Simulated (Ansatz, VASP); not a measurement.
## Two plane-wave programs on Al

```
Al
1.0
     0.00000    1.99664    1.99664
     1.99664    0.00000    1.99664
     1.99664    1.99664    0.00000
Al
1
Direct
  0.00000 0.00000 0.00000
```

Alike in both runs: functional r2SCAN; k mesh 28 × 28 × 28; occupations gaussian, width 0.2 eV; no spin polarisation.

Ansatz relaxed the structure, and its values are those at the end. VASP's run is a single point on that final structure, the one shown.

|  | VASP | Ansatz |
| --- | --- | --- |
| version | VASP 6.6.1 | Ansatz 0.2.0 |
| potentials or method | VASP PAW PBE potentials, release 64 (Al) | scalar-relativistic, plane waves, PAW |
| plane-wave cutoff (eV) | 520 | 500 |
| valence electrons in the cell | 3 | 3 |

```tsv
	VASP	Ansatz	Ansatz less VASP
pressure (GPa)	-0.3	0.0	+0.32
```

With one functional, cell and mesh, what is left measures potentials, basis and numerics.

Caveats: the PAW data sets were made with another functional, which shifts forces and pressure a little (VASP).
